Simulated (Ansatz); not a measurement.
Relaxed bulk TiSi₂:

```
CELL_PARAMETERS angstrom
1.76421 -6.75544 0.00000
1.76421 6.75544 0.00000
0.00000 0.00000 3.56456
ATOMIC_POSITIONS crystal
Ti 0.89683 0.10317 0.75000
Ti 0.10317 0.89683 0.25000
Si 0.55830 0.44170 0.75000
Si 0.44170 0.55830 0.25000
Si 0.24981 0.75019 0.75000
Si 0.75019 0.24981 0.25000
```

Miller indices refer to the conventional cell of Cmcm (No. 63), a = 3.528 Å, b = 13.511 Å, c = 3.565 Å, α = 90.00°, β = 90.00°, γ = 90.00°.

Consider the (010) slab of 9 planes, 9.5 Å thick with 15 Å of vacuum as cut; outer planes Ti (top) and Ti (bottom), all atoms relaxed.

Method: Ansatz 0.2.0, DFT r2SCAN, scalar-relativistic, plane waves, PAW. Cutoff 500 eV; k points 10×10×1 on the computed 10-atom cell (Γ-centred); Gaussian smearing, width 0.10 eV; no spin polarisation. The cell repeats along c with a dipole correction in the vacuum.

The slab isn't stoichiometric (Ti2Si3), so its surface energy depends on the chemical potentials; it is given with the excess atoms taken from the element's standard state, a limit at which the compound may itself be unstable, so the figure can be too low.

(1) Predict the surface energy with the excess atoms taken from the elements.

(2) Predict the work function.

(3) The top two planes lie 0.606 Å apart in the bulk. How does relaxation change this?

## Answers

(1) 1.07 J/m².

(2) 3.65 eV.

(3) The spacing becomes 0.142 Å (-76.6 %).

The reference crystal is a form of TiSi2, which isn't its usual structure.